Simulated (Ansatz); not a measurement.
Defect: interstitial H in zinc-blende AlP, charge state +1. The step: a concerted move, in which H travels most; the atom moves 1.68 Å along (0.22, 0.00, -0.22) of the unit cell; the moving atom starts with neighbours Al at 1.89; P at 1.44 Å and ends with Al at 1.89; P at 1.44 Å. A PBE band in Ansatz (plane-wave PAW, a 2×2×2 k-point mesh shifted by half a step, 64 host sites, 22 SCF runs with any check of the saddle's order, static, no finite-size correction) gives a forward barrier of 0.21 eV. The saddle point's order was not checked, and it lies on a symmetry element of the cell, where a band can be held. The charge state is imposed; whether it is stable for some Fermi level was not computed. Sites that were not tried may lie lower.

Single points at the band's start and saddle point can refine it. Rough cost of one point, in units of the band's mean SCF on the same machine:

| Level | Cost of one point |
|---|---|
| PBE, a 3×3×3 k-point mesh shifted by half a step | about 3 |
| r2SCAN at 500 eV, a 2×2×2 k-point mesh shifted by half a step | about 2 |

Problem. Which of these move the barrier by more than 0.1 eV, and how far does each move it?

Solution. Not one does. PBE, a 3×3×3 k-point mesh shifted by half a step: 0.00 eV; r2SCAN at 500 eV, a 2×2×2 k-point mesh shifted by half a step: +0.04 eV. Each functional is compared with PBE at the same k-points.

Ansatz is an electronic-structure program.
